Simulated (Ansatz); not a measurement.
Si started on a C site and a C vacancy, 2.51 Å apart on the ideal sites in diamond, 63 atoms, charge 0

All numbers come from Ansatz (PAW, plane waves, no spin–orbit coupling) at the single k point (¼, ¼, ¼) without its symmetry partners. The atoms were relaxed with PBEsol in a fixed cell; other functionals are single points on those atoms unless said otherwise. The valence top and gap of the host come from its small cell on a dense mesh, with the band extrema sought between the mesh points, lined up by the mean potential, PBEsol gap 4.03 eV, r²SCAN gap 4.37 eV.

Cell: a = 7.108 Å, b = 7.108 Å, c = 7.108 Å, α = 90.00°, β = 90.00°, γ = 90.00°.

Nearest atoms after relaxation, from the placed atom (for vacancies from the middle of the vacant sites): C at 1.74 Å, C at 1.74 Å, C at 1.78 Å, C at 1.81 Å, C at 2.45 Å, C at 2.45 Å, C at 2.50 Å, C at 2.50 Å.

Chemical potentials μ are those of reference phases of the elements at zero temperature by the same functional (the usual solids, diamond for C, grey Sn, and the molecules H2, N2, O2, F2, Cl2, Br2 and S8).

```tsv
functional	E(defect) − E(host) − Σ nμ + q·E_VBM (eV)	monopole (eV)	alignment (eV)	formation energy at E_F = VBM (eV)	moment (μB)	wall time, shared host
PBEsol	10.06	0.00	0.00	10.06	0 (no spin)	9.6 s on NVIDIA H100 (relaxation)
r²SCAN	10.49	0.00	0.00	10.49	0 (no spin)	3.2 s on NVIDIA H100
```

r²SCAN one-electron levels near the gap (the ten most localised at most), from the host's valence top:

| level (eV) | spin | filling | atoms sharing it | element of the atom with most weight |
| --- | --- | --- | --- | --- |
| 0.67 | both | 2.00 | 10.4 | C |
| 1.83 | both | 0.00 | 6.3 | C |
| 3.25 | both | 0.00 | 7.3 | C |

One k point and a cell of this size can leave errors of several tenths of an eV in such numbers.

The silicon remains in a compressed substitutional environment: its shortest Si–C distances, 1.74 to 1.81 Å, are below the usual bond length because the stiff diamond lattice gives the larger atom little room. This is not the familiar split-vacancy centre, in which silicon sits midway between two vacant sites with longer contacts to carbon. The high formation energy probably reflects both this strain and the broken C–C bonds around the vacancy.

The gap levels have their largest weight on carbon, which suggests vacancy dangling bonds rather than a silicon donor or acceptor state. A neutral vacancy places two electrons in a threefold set of such orbitals. The nearby silicon and the lattice distortion can split that set, consistent with one filled level low in the gap and two empty ones above it. The double occupation is imposed, however, so it doesn't establish a singlet ground state; in diamond vacancies, open-shell configurations and multiplet correlation matter. Nor do these energies show whether the pair is bound or how easily it would convert to the split-vacancy form.
